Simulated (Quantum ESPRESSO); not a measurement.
# Fe: orders under biaxial strain

Aim: follow moments and order energies of Fe with biaxial strain.

Method: PBE; plane waves with GBRV 1.5 PBE potentials, no spin-orbit coupling, in Quantum ESPRESSO 7.5.

Report form: the programs' logs are mostly left out.

The database entry behind the starting cell differs from later determinations by our own check (an axis about 0.7 % long against later determinations), so it need not match the best structure at ambient conditions.

### 1. Set-up

It takes space group Im-3m (No. 229, cubic). The conventional cell has a = 2.886 Å, b = 2.886 Å, c = 2.886 Å, α = 90.00°, β = 90.00°, γ = 90.00°. Nearest to Fe lie 8 Fe at 2.50 Å.

Structure file:

```cif
data_structure
_symmetry_space_group_name_H-M 'P 1'
_symmetry_Int_Tables_number 1
_cell_length_a 2.4993
_cell_length_b 2.4993
_cell_length_c 2.4993
_cell_angle_alpha 109.471
_cell_angle_beta 109.471
_cell_angle_gamma 109.471
_cell_volume 12.02
loop_
_atom_site_label
_atom_site_type_symbol
_atom_site_fract_x
_atom_site_fract_y
_atom_site_fract_z
_atom_site_occupancy
Fe1 Fe 0.00000 0.00000 0.00000 1
```

The cell comes from the Crystallography Open Database.

### 2. Biaxial 0.94, ferro +

Lengths in the Cartesian xy plane scale by the factor; z is kept. Atoms keep their fractional places. Seeded atoms are those given a starting moment.

Contents of pw.in:

```
&CONTROL
  calculation = 'scf'
  prefix = 'pwscf'
  outdir = './tmp'
  pseudo_dir = './pseudo'
  disk_io = 'nowf'
  tprnfor = .true.
  tstress = .true.
/
&SYSTEM
  ibrav = 0
  nat = 1
  ntyp = 1
  ecutwfc = 40
  ecutrho = 280
  nbnd = 15
  occupations = 'smearing'
  smearing = 'fd'
  degauss = 0.00367493
  nspin = 2
  starting_magnetization(1) = 0.175
/
&ELECTRONS
  conv_thr = 2d-09
  electron_maxstep = 150
  mixing_beta = 0.3
/
ATOMIC_SPECIES
Fe     55.8450 fe_pbe_v1.5.uspp.F.UPF
CELL_PARAMETERS angstrom
  -1.3564200000    1.3564200000    1.4430000000
   1.3564200000   -1.3564200000    1.4430000000
   1.3564200000    1.3564200000   -1.4430000000
ATOMIC_POSITIONS crystal
Fe      0.0000000000    0.0000000000    0.0000000000
K_POINTS automatic
14 14 14 0 0 0
```

Run with:

```
> OMP_NUM_THREADS=1 mpirun -n 2 pw.x -nk 2 -in pw.in > pw.out
```

Wall time 22 s (2 MPI ranks of Arm Neoverse N1, shared host); peak memory 0.15 GiB; 44 s of CPU time.

Spin moment in the atom's sphere by atom:

| atom | spin moment in the atom's sphere (μB) |
| --- | --- |
| Fe1 | 2.18 |

Read from the output:

| Property | Result |
| --- | --- |
| smearing term TS | 0.007086 eV |
| pressure | 16.71 GPa |
| magnetization | 2.14 μB |
| absolute magnetization | 2.241 μB |
| final state | ferromagnetic |

### 3. Biaxial 0.94, antiferro q=(0,0,1/2) +-

The wavevector q is in fractions of the reciprocal vectors of the crystal's primitive cell, as the cells of these inputs are built from it; moments change sign between cells as cos(2π q·R).

Contents of pw.in:

```
&CONTROL
  calculation = 'scf'
  prefix = 'pwscf'
  outdir = './tmp'
  pseudo_dir = './pseudo'
  disk_io = 'nowf'
  tprnfor = .true.
  tstress = .true.
/
&SYSTEM
  ibrav = 0
  nat = 2
  ntyp = 2
  ecutwfc = 40
  ecutrho = 280
  nbnd = 23
  occupations = 'smearing'
  smearing = 'fd'
  degauss = 0.00367493
  nspin = 2
  starting_magnetization(1) = 0.175
  starting_magnetization(2) = -0.175
/
&ELECTRONS
  conv_thr = 4d-09
  electron_maxstep = 150
  mixing_beta = 0.3
/
ATOMIC_SPECIES
Fe1    55.8450 fe_pbe_v1.5.uspp.F.UPF
Fe2    55.8450 fe_pbe_v1.5.uspp.F.UPF
CELL_PARAMETERS angstrom
  -1.3564200000    1.3564200000    1.4430000000
   1.3564200000   -1.3564200000    1.4430000000
   2.7128400000    2.7128400000   -2.8860000000
ATOMIC_POSITIONS crystal
Fe1     0.0000000000    0.0000000000    0.0000000000
Fe2     0.0000000000    0.0000000000    0.5000000000
K_POINTS automatic
14 14 7 0 0 0
```

Run time: 1.7 min. Hardware: 2 MPI ranks; peak memory 0.24 GiB.

Spin moment in the atom's sphere by atom:

| atom | spin moment in the atom's sphere (μB) |
| --- | --- |
| Fe1 | 1.76 |
| Fe2 | -1.76 |

Read from the output:

```
smearing term TS       : 0.02270 eV
pressure               : 10.51 GPa
magnetization          : 0 μB
absolute magnetization : 3.651 μB
final state            : antiferromagnetic
```

### 4. Biaxial 0.94, no spin polarisation

Contents of pw.in:

```
&CONTROL
  calculation = 'scf'
  prefix = 'pwscf'
  outdir = './tmp'
  pseudo_dir = './pseudo'
  disk_io = 'nowf'
  tprnfor = .true.
  tstress = .true.
/
&SYSTEM
  ibrav = 0
  nat = 1
  ntyp = 1
  ecutwfc = 40
  ecutrho = 280
  nbnd = 14
  occupations = 'smearing'
  smearing = 'fd'
  degauss = 0.00367493
/
&ELECTRONS
  conv_thr = 2d-09
  electron_maxstep = 150
  mixing_beta = 0.3
/
ATOMIC_SPECIES
Fe     55.8450 fe_pbe_v1.5.uspp.F.UPF
CELL_PARAMETERS angstrom
  -1.3564200000    1.3564200000    1.4430000000
   1.3564200000   -1.3564200000    1.4430000000
   1.3564200000    1.3564200000   -1.4430000000
ATOMIC_POSITIONS crystal
Fe      0.0000000000    0.0000000000    0.0000000000
K_POINTS automatic
14 14 14 0 0 0
```

Wall time 10 s (2 MPI ranks); peak memory 0.12 GiB.

Numbers from this step:

```
smearing term TS : 0.02547 eV
pressure         : -3.799 GPa
final state      : non-magnetic (no spin polarisation)
```

### 5. Biaxial 1.06, ferro +

pw.in: that of step 4 with these lines changed.

```diff
@@ -15,3 +15,3 @@
   ecutrho = 280
-  nbnd = 14
+  nbnd = 15
   occupations = 'smearing'
@@ -19,2 +19,4 @@
   degauss = 0.00367493
+  nspin = 2
+  starting_magnetization(1) = 0.175
 /
@@ -28,5 +30,5 @@
 CELL_PARAMETERS angstrom
-  -1.3564200000    1.3564200000    1.4430000000
-   1.3564200000   -1.3564200000    1.4430000000
-   1.3564200000    1.3564200000   -1.4430000000
+  -1.5295800000    1.5295800000    1.4430000000
+   1.5295800000   -1.5295800000    1.4430000000
+   1.5295800000    1.5295800000   -1.4430000000
 ATOMIC_POSITIONS crystal
```

Run time: 28 s. Hardware: 2 MPI ranks; peak memory 0.16 GiB; 55 s of CPU time.

Read from the output:

```yaml
smearing_term_ts: 0.007893 eV
pressure: -18.38 GPa
magnetization: 2.612 μB
absolute_magnetization: 2.801 μB
final_state: ferromagnetic
largest_moment: 2.700 μB
```

### 6. Trends

The runs not shown differ from these in the moved quantity alone.

States, by row:

| biaxial | ferro + | antiferro q=(0,0,1/2) +- | no spin polarisation |
| --- | --- | --- | --- |
| 0.94 | ferromagnetic | antiferromagnetic | non-magnetic |
| 0.96 | ferromagnetic | antiferromagnetic | non-magnetic |
| 0.98 | ferromagnetic | antiferromagnetic | non-magnetic |
| 1 | ferromagnetic | antiferromagnetic | non-magnetic |
| 1.02 | ferromagnetic | antiferromagnetic | non-magnetic |
| 1.04 | ferromagnetic | antiferromagnetic | non-magnetic |
| 1.06 | ferromagnetic | antiferromagnetic | non-magnetic |

Table of largest site moment by biaxial:

| biaxial (factor) | ferro + (μB) | antiferro q=(0,0,1/2) +- (μB) |
| --- | --- | --- |
| 0.9400 | 2.18 | 1.76 |
| 0.9600 | 2.23 | 1.92 |
| 0.9800 | 2.30 | 2.08 |
| 1.0000 | 2.43 | 2.23 |
| 1.0200 | 2.58 | 2.36 |
| 1.0400 | 2.65 | 2.47 |
| 1.0600 | 2.70 | 2.57 |

The energy less that of the parallel start by biaxial; values in meV a seeded atom:

| biaxial (factor) | antiferro q=(0,0,1/2) +- | no spin polarisation |
| --- | --- | --- |
| 0.9400 | 167 | 417 |
| 0.9600 | 199 | 497 |
| 0.9800 | 219 | 564 |
| 1.0000 | 230 | 622 |
| 1.0200 | 241 | 681 |
| 1.0400 | 248 | 739 |
| 1.0600 | 252 | 795 |

Energy over the lowest against biaxial; values in meV an atom:

| biaxial (factor) | ferro + | antiferro q=(0,0,1/2) +- | no spin polarisation |
| --- | --- | --- | --- |
| 0.9400 | 47.8 | 215 | 465 |
| 0.9600 | 8.76 | 208 | 505 |
| 0.9800 | 0 | 219 | 564 |
| 1.0000 | 14.6 | 244 | 637 |
| 1.0200 | 42.1 | 283 | 723 |
| 1.0400 | 83.1 | 331 | 822 |
| 1.0600 | 137 | 389 | 932 |

### 7. Summary of results

* moment, parallel start: 2.18 to 2.70 μB
* states met from these starts: antiferromagnetic and ferromagnetic

In words: The moment of the parallel start goes from 2.18 μB at 0.94 to 2.70 μB at 1.06. The net moment of the cell goes from 2.14 to 2.61 μB. The radius of the spheres follows the nearest distance, so part of the change of the site moments is the spheres'. The largest moment of the start antiferro q=(0,0,1/2) +- lies between 1.76 and 2.57 μB. The start antiferro q=(0,0,1/2) +- lies over the parallel one at every finished point, by 167 to 252 meV a seeded atom.

[Logs and program files are shortened in this print: banners, set-up blocks, solver, clock and traceback lines can be left out without a mark of their own.]

[Logs are printed without paths, hosts, clocks, repeated set-up lines and the standing remarks that a program may print on its own settings, such as how far it seeks lower states.]

[Hosts, paths, dates, database ids (printed as entryN), source tags and the programs' standing remarks are cut or masked in the printed files.]

[Where a cell is said to come from a database of computed structures, the database is the Materials Project.]
